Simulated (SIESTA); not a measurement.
The system is HgTe (Coloradoite).

```
Hg Te
1.0
     0.00000    3.21450    3.21450
     3.21450    0.00000    3.21450
     3.21450    3.21450    0.00000
Hg Te
1 1
Cartesian
  0.0000 0.0000 0.0000
  4.8217 4.8217 4.8217
```

- Program: SIESTA 5.4.2
- Task: relaxation of cell and atoms
- Functional: BLYP
- Potentials or basis: PseudoDojo 0.4 standard (PBE files)
- Basis: DZP (energy shift 0.002 Ry)
- Grid cutoff: 800 Ry
- Energy shift: 0.002 Ry
- k mesh: 7 × 7 × 7
- Occupations: fermi-dirac, width 0.05 eV
- Spin: no spin polarisation

At the start: pressure 9.1 GPa; volume 33.22 Å³/atom.

**Question.** How do energy, volume and symmetry change on relaxing?

**Answer.** Over 5 steps the energy falls by 168.6 meV/atom and the volume is 40.27 Å³/atom (+21.3 %); space group F-43m (No. 216, to 0.05 Å).

The path:
```
step  energy change (eV)  largest force (eV/Å)  pressure (GPa)  volume (Å³)
   1              0.0000                0.0000            9.14        66.43
   2             -0.1339                0.0000            6.50        69.18
   3             -0.3265                0.0000            1.28        77.68
   4             -0.3371                0.0000            0.11        80.29
   5             -0.3372                0.0000            0.02        80.55
```

Final structure:
```cif
data_structure
_symmetry_space_group_name_H-M 'P 1'
_symmetry_Int_Tables_number 1
_cell_length_a 4.8476
_cell_length_b 4.8476
_cell_length_c 4.8476
_cell_angle_alpha 60.000
_cell_angle_beta 60.000
_cell_angle_gamma 60.000
_cell_volume 80.55
loop_
_atom_site_label
_atom_site_type_symbol
_atom_site_fract_x
_atom_site_fract_y
_atom_site_fract_z
_atom_site_occupancy
Hg1 Hg 0.00000 0.00000 0.00000 1
Te1 Te 0.75000 0.75000 0.75000 1
```

Caveat: semicore shells carry a single zeta, which can move pressures by several GPa and volumes by a few percent; the volume moved by over 15 % at a fixed basis, so the end points are rough; the potentials were made for another functional, which shifts forces and pressure; the volume moved by +21 % from the deposited cell, more than functionals usually miss; the basis of atomic orbitals isn't converged, which shifts pressures, moduli and gaps.
